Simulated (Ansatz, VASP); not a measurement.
NaCl: VASP beside Ansatz

```
Na Cl
1.0
     0.00000    2.90293    2.90293
     2.90293    0.00000    2.90293
     2.90293    2.90293    0.00000
Na Cl
1 1
Direct
  0.00000 0.00000 0.00000
  0.50000 0.50000 0.50000
```

Alike in both runs: task single point; functional PBE; k mesh 8 × 8 × 8; occupations gaussian, width 0.02 eV; no spin polarisation.

|  | VASP | Ansatz |
| --- | --- | --- |
| version | VASP 6.6.1 | Ansatz 0.2.0 |
| potentials or method | VASP PAW PBE potentials, release 64 (Na_pv, Cl) | scalar-relativistic, plane waves, PAW |
| plane-wave cutoff (eV) | 520 | 420 |
| valence electrons in the cell | 14 | 16 |

|  | VASP | Ansatz | Ansatz less VASP |
| --- | --- | --- | --- |
| gap on the k mesh at the Fermi level (eV) | 4.79 | 4.79 | 0.000 |
| least direct gap on the mesh (eV) | 4.79 | 4.79 | 0.000 |
| pressure (GPa) | -1.2 | -1.2 | +0.03 |

With one functional, cell and mesh, what is left measures potentials, basis and numerics. The two sets of potentials don't hold the same shells in valence.

A k mesh can miss the band edges. Expect the measured gap to be larger: semilocal functionals such as PBE lack the derivative discontinuity.
